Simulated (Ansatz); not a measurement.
**Phonons of CdI2-type PbF₂**

Method: PBEsol, scalar-relativistic; no spin polarisation; PAW, 420 eV, Gaussian smearing of 0.05 eV; code Ansatz; PAW files: Ansatz's generated set soft_2.

```cif
data_structure
_symmetry_space_group_name_H-M 'P 1'
_symmetry_Int_Tables_number 1
_cell_length_a 3.9142
_cell_length_b 3.9142
_cell_length_c 4.6411
_cell_angle_alpha 90.000
_cell_angle_beta 90.000
_cell_angle_gamma 120.000
_cell_volume 61.58
loop_
_atom_site_label
_atom_site_type_symbol
_atom_site_fract_x
_atom_site_fract_y
_atom_site_fract_z
_atom_site_occupancy
Pb1 Pb 0.00000 0.00000 0.00000 1
F1 F 0.33333 0.66667 0.21505 1
F2 F 0.66667 0.33333 0.78495 1
```

The start was a prototype's sites filled with these elements. The Crystallography Open Database lists the compound in space groups Pnma, Fm-3m, so this is a trial structure.

Force constants come from finite displacements in a 2×2×2 supercell (the unit cell's 8×8×6 k-mesh, folded to it); the long-range dipole term is included. Points in reciprocal vectors of this cell: Γ = (0.000, 0.000, 0.000), M = (0.500, 0.000, 0.000), K = (0.333, 0.333, 0.000), A = (0.000, 0.000, 0.500), L = (0.500, 0.000, 0.500), H = (0.333, 0.333, 0.500).

Problem. Is the structure dynamically stable along this path, and where does the spectrum end?

Solution. No: a branch is imaginary, down to 65i cm⁻¹ at M. The highest frequency is 339 cm⁻¹, at Γ. Points that don't fit the supercell are interpolated. At Γ the polar modes depend on the direction of approach; the table gives the limit along the path's first leg.

Frequencies at the named points (cm⁻¹, imaginary ones negative):
| point | ω (cm⁻¹) |
| --- | --- |
| Γ | 0 0 0 96 169 232 246 246 339 |
| M | -65 51 84 98 102 183 207 211 325 |
| K | -54 71 71 122 191 191 201 201 257 |
| A | -6 -6 9 108 108 231 233 242 242 |
| L | -54 50 85 86 112 184 189 215 313 |
| H | -2 76 76 141 174 174 206 206 236 |

It ran for 110 s on 4 threads of Arm Neoverse V2, on a shared host, peak memory 2 GiB.

 Scalar-relativistic only: spin–orbit splittings of the heavy atoms' levels are missing.
